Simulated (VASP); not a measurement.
Runs of VASP 6.6.1 on Al2O3 (Corundum). It takes space group R-3c (No. 167, trigonal). The conventional cell has a = 4.760 Å, b = 4.760 Å, c = 12.996 Å, α = 90.00°, β = 90.00°, γ = 120.00°. Around Al (site symmetry 3) lie 6 O at 1.85 to 1.97 Å. Around O (site symmetry 2) lie 4 Al at 1.85 to 1.97 Å. 

```csv
level,potentials or basis,gap on the mesh (eV),pressure (GPa),relaxed volume (Å³/atom),largest force (eV/Å)
LDA,"VASP PAW LDA potentials, release 64 (Al, O)",6.43,0.1,8.33,0.01
PBE,"VASP PAW PBE potentials, release 64 (Al, O)",5.88,0.1,(a),-
PBE+D3(BJ),"VASP PAW PBE potentials, release 64 (Al, O)",6.10,0.0,8.58,-
r2SCAN,"VASP PAW PBE potentials, release 64 (Al, O)",(b),0.0,8.47,0.01
PBEsol,"VASP PAW PBE potentials, release 64 (Al, O)",6.05,0.0,8.56,0.01
```

Alike in all rows: task relaxation of cell and atoms; no spin polarisation; cell relaxed; k mesh 9 × 9 × 7; cutoff (eV) 600; smearing gaussian 0.03 eV.

Task: Fill in the values left out.

Result: (a) 8.74; (b) 7.20.

Caveats: an odd mesh through Γ misses points on the zone boundary, where band edges often lie; the PAW data sets were made with another functional, which shifts forces and pressure a little (some runs).

Not every run made on this cell is shown here.
